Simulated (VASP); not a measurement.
A run of VASP 6.6.1:

INCAR

```
SYSTEM = Si
  ALGO = Normal
  EDIFF = 1E-6
  EDIFFG = -0.005
  ENCUT = 600
  GGA = PS
  IBRION = 2
  ISIF = 3
  ISMEAR = 0
  LASPH = .True.
  LCHARG = .False.
  LREAL = .False.
  LWAVE = .False.
  NELM = 100
  NSW = 100
  PREC = Accurate
  SIGMA = 0.02
```

Contents of KPOINTS:

```
k-points
0
Gamma
  12 12 12
  0 0 0
```

The input POSCAR:

```
Si
1.0
    0.0000000000      2.7169171376      2.7169171376
    2.7169171376      0.0000000000      2.7169171376
    2.7169171376      2.7169171376      0.0000000000
Si
2
Direct
    0.7500000000      0.7500000000      0.7500000000
    0.5000000000      0.5000000000      0.5000000000
```

Potentials or basis: VASP PAW PBE potentials, release 64 (Si).

The run is started by

```console
$ cat potpaw_PBE.64/Si/POTCAR > POTCAR
$ mpirun -np 1 vasp_std > vasp.out
```

Hardware: 1 thread of AMD EPYC 9R45 96-Core Processor (Zen 5) (shared host).

Q: How long does it take, and how much memory?

A: It took 20 s on 1 thread of AMD EPYC 9R45 96-Core Processor (Zen 5), on a shared host, peak memory 0.15 GiB. Counts: scf iterations 18, k points 72, ion steps 3.
